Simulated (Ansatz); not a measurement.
Runs of Ansatz 0.2.0 on SnO2 (Cassiterite). It takes space group P4_2/mnm (No. 136, tetragonal). Conventional cell: a = 4.738 Å, b = 4.738 Å, c = 3.187 Å, α = 90.00°, β = 90.00°, γ = 90.00°. Sn (site symmetry mmm) is surrounded by 6 O at 2.05 to 2.06 Å. O (site symmetry m2m) is surrounded by 3 Sn at 2.05 to 2.06 Å. 

| task | level | spin | cell | k mesh | cutoff (eV) | smearing | points for each segment of the path | gap on the mesh (eV) | pressure (GPa) | relaxed volume (Å³/atom) | largest force (eV/Å) |
| --- | --- | --- | --- | --- | --- | --- | --- | --- | --- | --- | --- |
| atomic charges | PBEsol | off | as given | 6 × 6 × 8 | 420 | fermi-dirac 0.1 eV | - | 1.18 | (c) | - | 0.21 |
| band structure | r2SCAN | SOC, no magnetisation | as given | 5 × 5 × 6 | 500 | fermi-dirac 0.05 eV | 14 | 1.96 | 3.3 | - | 0.24 |
| single point | PBE | off | as given | 6 × 6 × 8 | 420 | gaussian 0.05 eV | - | 1.28 | 11.1 | - | 0.28 |
| relaxation of cell and atoms | revPBE+D4 | off | relaxed | 6 × 6 × 8 | 420 | fermi-dirac 0.05 eV | - | (a) | 0.0 | (b) | - |
| relaxation of cell and atoms | RPBE+D3(BJ) | off | relaxed | 6 × 6 × 8 | 420 | fermi-dirac 0.05 eV | - | 1.36 | 0.0 | 11.87 | - |

Alike in all rows: potentials or basis Ansatz PAW.

Problem. Fill in the values left out.

Solution. (a) 0.96; (b) 12.29; (c) 4.7.

Caveats: spin-orbit coupling is left out, which moves the levels of the heavy elements (some runs); the PAW data sets come from PBE, with cores solved anew for the run's functional, which leaves a small shift of forces and pressure (some runs); the plane-wave basis is chosen anew once the cell has moved, so the energies of steps on either side of that aren't comparable (some runs).

A k mesh can miss the band edges, and rows without SOC leave out spin-orbit coupling on Sn.
